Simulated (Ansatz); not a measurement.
Runs of Ansatz 0.2.0 on Ti. It takes space group P6_3/mmc (No. 194, hexagonal). The conventional cell has a = 2.950 Å, b = 2.950 Å, c = 4.680 Å, α = 90.00°, β = 90.00°, γ = 120.00°. Ti (site symmetry -6m2) has 12 Ti at 2.89 to 2.95 Å as nearest neighbours. 

```csv
task,level,potentials or basis,spin,U,cell,k mesh,cutoff (eV),smearing,double counting,hubbard projectors,atoms under strain,gap on the mesh (eV),pressure (GPa)
relaxation of cell and atoms,LDA,JTH PAW LDA,"collinear, ferrimagnetic start",-,relaxed,10 × 10 × 6,1230,fermi-dirac 0.025 eV,-,-,-,-,0.0
electrostatic potential,LDA+U,JTH PAW LDA,off,Ti d U = 2 eV,cell strained at random at fixed volume,8 × 8 × 5,1230,fermi-dirac 0.15 eV,amf,ortho-atomic (the default),-,none,-9.0
atomic charges,r2SCANh,Ansatz PAW,off,-,volume scaled by 1.04,7 × 7 × 4,500,cold 0.1 eV,-,-,-,none,(a)
elastic constants,RPBE,JTH PAW,off,-,as given,8 × 8 × 4,1230,cold 0.05 eV,-,-,relaxed,none,1.6
density of states,PBE+U,JTH PAW,off,Ti d U = 6 eV,as given,10 × 10 × 6,1230,gaussian 0.025 eV,fll (the default),all-electron-atomic,-,none,25.0
elastic constants,r2SCAN+D3(BJ),Ansatz PAW polarizable,off,-,as given,9 × 9 × 5,500,methfessel-paxton 0.05 eV,-,-,relaxed,none,-4.9
```

Question: Fill in the values left out.

Answer: (a) -7.0.

Caveats: U without spin polarisation on a metal has little footing (some runs); the U is typed as a test and isn't derived for this compound (some runs); the PAW data sets come from PBE, with cores solved anew for the run's functional, which leaves a small shift of forces and pressure (some runs); elastic constants of metals need much finer meshes, so these are rough (some runs); the plane-wave basis is chosen anew once the cell has moved, so the energies of steps on either side of that aren't comparable (some runs); the starting moments weren't kept (some runs); the thresholds are loose for stress (some runs).

A gap of «none» marks a metal or a gap under the smearing width.
